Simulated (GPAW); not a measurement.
Crystal: FeO (Wuestite).

```
Fe O
1.0
     0.00000    2.15540    2.15540
     2.15540    0.00000    2.15540
     2.15540    2.15540    0.00000
Fe O
1 1
Cartesian
  0.0000 0.0000 0.0000
  2.1554 2.1554 2.1554
```

Program: GPAW 26.7.0. Alike in all runs: task single point; spin collinear, ferromagnetic start; cell as given; k mesh 9 × 9 × 9; smearing fermi-dirac 0.05 eV.

Question: Order these runs on this cell by their pressure, lowest first.
A. level PBE+U; potentials or basis PAW data sets generated in the run's folder for this functional, pw; U Fe d U = 1 eV; cutoff (eV) 650
B. level LDA; potentials or basis the program's PAW data sets (release 1.2.1) made for this functional, pw; cutoff (eV) 600
C. level PBE+U; potentials or basis GPAW PAW data sets (gpaw-data 1.2.1), pw; U Fe d U = 3 eV; cutoff (eV) 600

Answer: B (-19.8 GPa), C (-2.6 GPa), A (-1.0 GPa).

Caveats: the cutoff is short for stress and forces, so pressures can be off by a GPa or more; a cell with one magnetic atom can't hold antiferromagnetic order, which such compounds often take; so large a pressure means that the cell lies far from this level's equilibrium, or that cutoff or potentials fall short (some runs).
